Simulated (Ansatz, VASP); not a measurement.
**One calculation of LiCl, two programs**

```
Li Cl
1.0
     0.04435    2.55603    2.55603
     2.55603    0.04435    2.55603
     2.60037    2.60037    0.00000
Li Cl
1 1
Direct
  0.00000 0.00000 0.00000
  0.50000 0.50000 0.50000
```

Change from the starting cell: shear_xy strain +3.5%.

Alike in both runs: task single point; functional r2SCAN; k mesh 8 × 8 × 8; no spin polarisation.

|  | VASP | Ansatz |
| --- | --- | --- |
| version | VASP 6.6.1 | Ansatz 0.2.0 |
| potentials or method | VASP PAW PBE potentials, release 64 (Li_sv, Cl) | plane waves, PAW |
| plane-wave cutoff (eV) | 520 | 500 |
| occupations | gaussian, width 0.01 eV | fixed |
| valence electrons in the cell | 10 | 10 |

```tsv
	VASP	Ansatz	Ansatz less VASP
gap on the k mesh at the Fermi level (eV)	7.24	7.17	-0.072
```

 A k mesh can miss the band edges.
